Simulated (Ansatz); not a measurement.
Crystal: BaS.

```xyz
2
Lattice="0.0000 3.1938 3.1938 3.1938 0.0000 3.1938 3.1938 3.1938 0.0000" Properties=species:S:1:pos:R:3 pbc="T T T"
Ba    0.0000    0.0000    0.0000
S     3.1938    3.1938    3.1938
```

Base run:

| Property | Result |
| --- | --- |
| Program | Ansatz 0.2.0 |
| Functional | PBEsol |
| Potentials or basis | Ansatz PAW |
| Cutoff | 420 eV (not typed: the program's choice for these potentials) |
| k mesh | 7 × 7 × 7 |
| Occupations | fermi-dirac, width 0.05 eV |
| Spin | no spin polarisation |

Its results: band gap on the k mesh 2.14 eV, indirect (least direct gap 2.26 eV); pressure -1.2 GPa.

After a change of settings the same cell gave: band gap on the k mesh 2.07 eV, indirect (least direct gap 2.18 eV); pressure -2.5 GPa. Which change was it?
A. functional from PBEsol to PBE
B. functional from PBEsol to PBE; occupations from fermi-dirac, width 0.05 eV to gaussian, width 0.011 eV
C. functional from PBEsol to RPBE
D. functional from PBEsol to LDA

D.

LDA binds more tightly than PBEsol, so the same cell stands under less pressure.

Caveats: the k mesh misses the band edges, so the gap on the mesh is wider than the one along the path; spin-orbit coupling is left out, which moves the levels of the heavy elements; the PAW data sets come from PBE, with cores solved anew for the run's functional, which leaves a small shift of forces and pressure.
